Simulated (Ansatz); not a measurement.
The elements of this relaxed trial crystal are hidden behind letters.

```
lattice vectors (Å)
   4.8943    0.0000    0.0000
   0.0000    4.8943    0.0000
   0.0000    0.0000    2.6292
fractional positions
X 0.5000 0.5000 0.0000
Z 0.0000 0.0000 0.5000
Q 0.2984 0.0000 0.0000
Q 0.7016 0.0000 0.0000
Q 0.0000 0.2984 0.0000
Q 0.0000 0.7016 0.0000
```

Computed with DFT PBE, scalar-relativistic, plane waves, PAW (Ansatz). Settings of the last relaxation (6-atom cell): 420 eV, 8×8×14 k points, Gaussian smearing of 0.10 eV, no spin polarisation.

| Property | Result |
| --- | --- |
| Space group | P4/mmm (No. 123) |
| Conventional cell | a = 4.894 Å, c = 2.629 Å |
| Volume per atom | 10.50 Å³ |
| Density | 7.13 g/cm³ |
| Formation energy | −0.53 eV/atom |
| Gap on the 8×8×14 mesh of the 6-atom cell | 0 eV (a metal) |

Energies are uncorrected and count from the elements' standard states at the same level.

Q: X is a d-block element of period 6, Z is a p-block element of period 3 and Q is a p-block element of period 2. Which elements are they?

A: X = Hf, Z = Si, Q = O, so the formula is HfSiO4. Density times volume gives a mean mass of 7.13 × 10.50/1.6605 = 45.1 u per atom, and this set has 45.1 u. Hf is surrounded by 2 Hf at 2.63 Å and 8 O at 2.64 Å; around Si lie 8 O at 1.96 Å; around O lie 2 Si at 1.96 Å, 3 O at 1.97–2.07 Å, 2 O at 2.63 Å and 2 Hf at 2.64 Å. Other sets within the hints have nearly the same mass, so mass alone doesn't settle it; this one was computed.

These runs have no spin–orbit coupling, which can matter for Hf. Symmetry constrained the relaxation, so the result can be a saddle point. Another cell of HfSiO4 relaxed alike, in P4/mmm, lies 1.35 eV/atom lower, so this cell isn't the stable form at this level.
